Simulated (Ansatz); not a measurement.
# C: strain and displacement

```xyz
2
Lattice="0.0000 2.1270 3.3480 1.2280 0.0000 3.3480 1.2280 2.1270 0.0000" Properties=species:S:1:pos:R:3 pbc="T T T"
C     1.2280    0.7090    3.3480
C     1.2280    3.5450    3.3480
```

Atom numbers follow the list: C1, C2.

Conventional cell: a = 2.456 Å, b = 4.254 Å, c = 6.696 Å, α = 90.00°, β = 90.00°, γ = 90.00°. C (atom 1) has 3 C at 1.42 Å as nearest neighbours.

The cell is COD entry 9000046, as deposited and not checked against the literature; nothing was relaxed.

Method: DFT, PBE, all-electron LAPW, scalar-relativistic in Ansatz 0.2.0.

The runs use a Γ-centred 18×18×18 k mesh, Fermi–Dirac smearing of 0.05 eV, basis error target 0.25 meV/atom, no spin polarisation.

The unchanged cell is at 4.53 GPa, so energy changes include a term −P ΔV where the volume moves.

In a metal, stresses and small energies carry noise from the k mesh.

x, y and z are the Cartesian axes of the cell as listed; fractional coordinates follow a strain, and an engineering shear is twice the off-diagonal strain component.

With x and y strained by -3 %, z held: energy change +84 meV/atom; stress change (xx, yy, zz, yz, xz, xy) 44.54, 44.57, -0.05, 0.00, 0.00, 0.00 GPa, compression positive.

Problem. With this change (z strained by +3 % at fixed volume), what becomes of the energy and stress?

Solution. Energy change +18 meV/atom; stress change (xx, yy, zz, yz, xz, xy) 19.55, 19.69, -1.22, 0.00, 0.00, 0.00 GPa, compression positive.
